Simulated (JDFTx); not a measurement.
Crystal: CoO.

```
Co O
1.0
     0.00000    2.13150    2.13150
     2.13150    0.00000    2.13150
     2.13150    2.13150    0.00000
Co O
1 1
Direct
  0.00000 0.00000 0.00000
  0.50000 0.50000 0.50000
```

Base run:

```yaml
Program: JDFTx 1.7.0 (patched build)
Functional: PBE
Potentials_or_basis: PseudoDojo-SR-PBE-0.5-standard
Cutoff: 1306 eV
Density_cutoff: 10449 eV
k_mesh: 11 × 11 × 11
Occupations: fermi-dirac, width 0.05 eV
Spin: collinear spin, ferromagnetic start
Starting_moments: "[2.0, 0.0] μB"
```

Its results: band gap on the k mesh none (metal or under the smearing width); pressure -2.0 GPa; net moment 2.99 μB per cell; site moments Co +2.59; O +0.41 μB.

Q: The run is repeated on the same cell with these changes: functional from PBE to LDA; potentials or basis from PseudoDojo-SR-PBE-0.5-standard to PseudoDojo-SR-LDA-0.4.1-standard. What comes out?

A: Band gap on the k mesh none (metal or under the smearing width); pressure -19.8 GPa; net moment 2.88 μB per cell; site moments Co +2.48; O +0.41 μB.

Caveats: a cell with one magnetic atom can't hold antiferromagnetic order, which such compounds often take; semilocal functionals often make such compounds metallic where correlation or magnetic order opens a gap, which also shifts bond lengths; so large a pressure means that the cell lies far from this level's equilibrium, or that cutoff or potentials fall short (some runs).
